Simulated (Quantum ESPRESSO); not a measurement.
I under changes of volume

One of the cells (40.553 Å³/atom); the others are scaled copies at fixed shape and fractional positions:

```
I
1.0
     0.00000    2.36560    3.90984
     2.19225    0.00000    3.90984
     2.19225    2.36560    0.00000
I
1
Direct
  0.00000 0.00000 0.00000
```

| Property | Result |
| --- | --- |
| Program | Quantum ESPRESSO 7.5 |
| Functional | PBE |
| Potentials or basis | SPMS 1.0 PBE |
| Cutoff | 857 eV |
| Density cutoff | 3429 eV |
| k mesh | 9 × 9 × 9 |
| Occupations | fermi-dirac, width 0.05 eV |
| Spin | no spin polarisation |

| volume (Å³/atom) | energy over the lowest point (meV/atom) | pressure (GPa) |
| --- | --- | --- |
| 38.120 | ? | ? |
| 38.931 | 11.28 | 1.7 |
| 39.742 | 4.62 | 1.0 |
| 40.553 | 0.97 | 0.5 |
| 41.364 | 0.00 | 0.0 |
| 42.175 | 1.38 | -0.5 |
| 42.986 | 4.85 | -0.8 |

Problem. What does the run at 38.120 Å³/atom give?

Solution. Energy over the lowest point 21.37 meV/atom; pressure 2.4 GPa.

Worked out: A Birch-Murnaghan fit of order 3 (a polynomial in V^(-2/3)) to the other rows has its minimum at 41.28 Å³/atom with B0 = V·E''(V) = 24 GPa and B' = 5.3 at fixed shape and positions, which overstates the stiffness. It gives 21.36 meV/atom at 38.120 Å³/atom, against the run's 21.37, and -dE/dV = 2.4 GPa, against 2.4.

Energies are extrapolated to zero smearing.

Caveats: an odd number of electrons without spin polarisation forces a metal; a magnetic or distorted state may lie lower.
